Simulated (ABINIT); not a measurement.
SrCl2:

```
Sr Cl
1.0
     0.00000    3.48835    3.48835
     3.48835    0.00000    3.48835
     3.48835    3.48835    0.00000
Sr Cl
1 2
Direct
  0.00000 0.00000 0.00000
  0.75000 0.75000 0.75000
  0.25000 0.25000 0.25000
```

Base run:

| Item | Value |
| --- | --- |
| Program | ABINIT 10.8.3 (patched build) |
| Functional | LDA |
| Potentials or basis | JTH PAW LDA v2.0 |
| Cutoff | 680 eV |
| k mesh | 7 × 7 × 7 |
| Occupations | fermi-dirac, width 0.05 eV |
| Spin | no spin polarisation |

Its results: band gap on the k mesh 4.91 eV, indirect (least direct gap 5.22 eV).

Question: The run is repeated on the same cell with these changes: functional from LDA to TB-mBJ; cutoff from 680 eV to 816 eV; fine-grid cutoff from 1278.94 eV to 1414.99 eV. What comes out?

Answer: Band gap on the k mesh 7.56 eV, indirect (least direct gap 7.64 eV).

Caveats: the constant c of TB-mBJ comes from the pseudo density here, which moves gaps by up to 0.3 eV between sets of potentials (some runs).

A k mesh can miss the band edges.

Not every run made on this cell is shown here.
